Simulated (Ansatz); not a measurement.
# LaAlO3: pressure series

The reference is LaAlO$_{3}$ (space group R-3c, No. 167; a = 5.3534 Å, c = 13.0483 Å (hexagonal axes)).

Cell and atoms are relaxed at each pressure.

Computed with PBEsol (Ansatz, a program for electronic structure, PAW, scalar-relativistic without spin-orbit coupling).

```json
[
 {"pressure (GPa)": "-2", "volume per atom (Å³/atom)": "10.909"},
 {"pressure (GPa)": "-1", "volume per atom (Å³/atom)": "10.851"},
 {"pressure (GPa)": "0", "volume per atom (Å³/atom)": "10.795"},
 {"pressure (GPa)": "1.8", "volume per atom (Å³/atom)": "10.698"},
 {"pressure (GPa)": "4.2", "volume per atom (Å³/atom)": "10.575"},
 {"pressure (GPa)": "9", "volume per atom (Å³/atom)": "?"},
 {"pressure (GPa)": "18", "volume per atom (Å³/atom)": "9.983"},
 {"pressure (GPa)": "30", "volume per atom (Å³/atom)": "9.581"}
]
```

Task: Fit the third-order Birch–Murnaghan form P(V) = (3B₀/2)[(V₀/V)^(7/3) − (V₀/V)^(5/3)]·[1 + (3/4)(B₀′ − 4)((V₀/V)^(2/3) − 1)] (squares taken in P) to the rows shown and predict the withheld row.

Result: Least squares on the printed values gives V₀ = 10.795 Å³/atom, B₀ = 195 GPa, B₀′ = 4.3; this predicts 10.349 Å³/atom, and the run gives 10.349 Å³/atom, in agreement.

Load acts through the strain it causes; cell and atoms are relaxed under it. No phonon test of stability was made. Competing high-pressure phases were not computed.
